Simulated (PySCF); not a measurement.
NaF (Villiaumite):

```
Na F
1.0
     0.00000    2.32000    2.32000
     2.32000    0.00000    2.32000
     2.32000    2.32000    0.00000
Na F
1 1
Cartesian
  0.0000 0.0000 0.0000
  2.3200 2.3200 2.3200
```

Base run:

- Program: PySCF 2.14.0
- Functional: PBEsol
- Potentials or basis: DZVP-MOLOPT-SR/GTH-PBE (potentials made for PBE)
- k mesh: 10 × 10 × 10
- Occupations: fermi-dirac, width 0.05 eV
- Spin: no spin polarisation

Its results: band gap on the k mesh 6.26 eV, direct.

**Question.** The run is repeated on the same cell with these changes: functional from PBEsol to PBE. What comes out?

**Answer.** Band gap on the k mesh 6.40 eV, direct.

Caveats: the density mesh is thin for the hardest basis functions, which adds noise to energies, forces and pressure; the basis of atomic orbitals isn't converged, which shifts pressures, moduli and gaps.

A k mesh can miss the band edges.

Not every run made on this cell is shown here.
